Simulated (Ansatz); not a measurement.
Li2O:
```cif
data_Li2O
_chemical_formula_sum 'O1 Li2'
_space_group_name_H-M_alt 'P 1'
_space_group_IT_number 1
_cell_length_a 3.23342
_cell_length_b 3.23342
_cell_length_c 3.23342
_cell_angle_alpha 60.000
_cell_angle_beta 60.000
_cell_angle_gamma 60.000
loop_
_space_group_symop_operation_xyz
  'x, y, z'
loop_
_atom_site_label
_atom_site_type_symbol
_atom_site_fract_x
_atom_site_fract_y
_atom_site_fract_z
_atom_site_occupancy
O1 O 0.00000 0.00000 0.00000 1
Li1 Li 0.25000 0.25000 0.25000 1
Li2 Li 0.75000 0.75000 0.75000 1
```

Relaxed with r²SCAN. Independent-particle spectrum: no excitons, no local fields, no scissors shift; 0.1 eV broadening; ε₁ of the summed bands alone.

Q: Tabulate the dielectric function from r²SCAN in the plane-wave PAW code Ansatz.

A: 

| E (eV) | ε₁ xx | ε₂ xx |
|---|---|---|
| 0.0 | 2.63 | 0.00 |
| 0.5 | 2.63 | 0.00 |
| 1.0 | 2.64 | 0.00 |
| 1.5 | 2.66 | 0.00 |
| 2.0 | 2.69 | 0.00 |
| 2.5 | 2.73 | 0.00 |
| 3.0 | 2.79 | 0.00 |
| 3.5 | 2.86 | 0.00 |
| 4.0 | 2.95 | 0.00 |
| 4.5 | 3.07 | 0.00 |
| 5.0 | 3.23 | 0.00 |
| 5.5 | 3.47 | 0.00 |
| 6.0 | 3.89 | 0.00 |
| 6.5 | 4.46 | 0.54 |
| 7.0 | 4.98 | 0.88 |
| 7.5 | 5.72 | 3.05 |
| 8.0 | 3.13 | 4.41 |
| 8.5 | 2.15 | 3.80 |
| 9.0 | 1.66 | 3.52 |
| 9.5 | 0.15 | 3.92 |
| 10.0 | -0.48 | 2.06 |
| 10.5 | 0.41 | 0.28 |
| 11.0 | 1.49 | 0.10 |
| 11.5 | 2.66 | 0.12 |
| 12.0 | 3.82 | 2.23 |

Q: From ε at 7.7 eV (xx: 5.24 + 4.28i), find n, k, the normal reflectivity and the absorption coefficient.

A: n = 2.45, k = 0.873, R = 23 %, α = 2kE/ħc = 680000 cm⁻¹.

With all bands, ε∞ without local fields is 2.74. DFPT, with local fields, gives 2.74.

Space group Fm-3m (anti-fluorite). The cell was relaxed with r²SCAN under the symmetry of its start; phonons on a q-mesh show no instability.

Potentials: the later of the program's two PAW sets.
